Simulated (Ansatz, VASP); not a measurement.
**Ti in VASP and in Ansatz**

```
CELL_PARAMETERS angstrom
-1.66377 1.66377 1.52470
1.66377 -1.66377 1.52470
1.54613 1.54613 -1.52470
ATOMIC_POSITIONS crystal
Ti 0.00000 0.00000 0.00000
```

Change from the starting cell: engineering shear strain xy -0.0733, normal strain along z -0.0500.

Alike in both runs: task single point; functional PBEsol; k mesh 20 × 20 × 20; occupations gaussian, width 0.15 eV; no spin polarisation.

|  | VASP | Ansatz |
| --- | --- | --- |
| version | VASP 6.6.1 | Ansatz 0.2.0 |
| potentials or method | VASP PAW PBE potentials, release 64 (Ti_sv) | scalar-relativistic, plane waves, PAW |
| plane-wave cutoff (eV) | 520 | 520 |
| valence electrons in the cell | 12 | 12 |

|  | VASP | Ansatz | Ansatz less VASP |
| --- | --- | --- | --- |
| gap on the k mesh at the Fermi level (eV) | none | none | - |
| pressure (GPa) | 6.1 | 6.5 | +0.41 |
| largest component of the traceless stress (GPa) | 2.86 | 2.85 | -0.006 |

A gap of «none» marks a metal or a gap that the smearing closes. Ansatz warned: «pseudo_functional_mismatch».

Caveats: the PAW data sets were made with another functional, which shifts forces and pressure a little (VASP).
